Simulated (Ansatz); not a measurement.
**Energy landscape near a CaSe structure**

These are results of DFT PBE, scalar-relativistic, plane waves, PAW in Ansatz 0.2.0, not measurements.

Plane waves to 420 eV, a k mesh through Γ of 8×8×8 on the computed 2-atom cell and Gaussian smearing (0.02 eV); no spin polarisation.

Reference cell:

```yaml
crystal:
  lattice:
    - [0.00000, 2.95600, 2.95600]
    - [2.95600, 0.00000, 2.95600]
    - [2.95600, 2.95600, 0.00000]
  atoms:
    - { symbol: Ca, position: [0.00000, 0.00000, 0.00000] }
    - { symbol: Se, position: [0.50000, 0.50000, 0.50000] }
```

Each variant moves atoms of this cell by the vectors given, if any (Å), and then applies a symmetric strain (tensor components, Cartesian axes). The reference cell isn't relaxed at this level. Energies are per atom at zero smearing, counted from the lowest variant. Pressure is positive in compression.

1. strain (xx yy zz yz xz xy, %) -1.30 -1.30 -1.30 0.00 0.00 0.00
2. strain (xx yy zz yz xz xy, %) 0.90 0.90 0.90 0.00 0.00 0.00
3. strain (xx yy zz yz xz xy, %) -3.38 -3.38 -3.38 0.00 0.00 0.00
4. strain (xx yy zz yz xz xy, %) -0.18 -0.18 -0.18 0.00 0.00 0.00
5. no strain; moves: Ca1 (0.000, 0.150, 0.000)

**Question.** Order the variants by energy, lowest first.

**Answer.** 2 (0.0 meV/atom), 4 (3.2 meV/atom), 1 (16.0 meV/atom), 5 (20.3 meV/atom), 3 (68.8 meV/atom).

**Question.** Order them by pressure, highest first.

**Answer.** 3 (7.83 GPa), 1 (3.40 GPa), 5 (1.58 GPa), 4 (1.45 GPa), 2 (-0.17 GPa).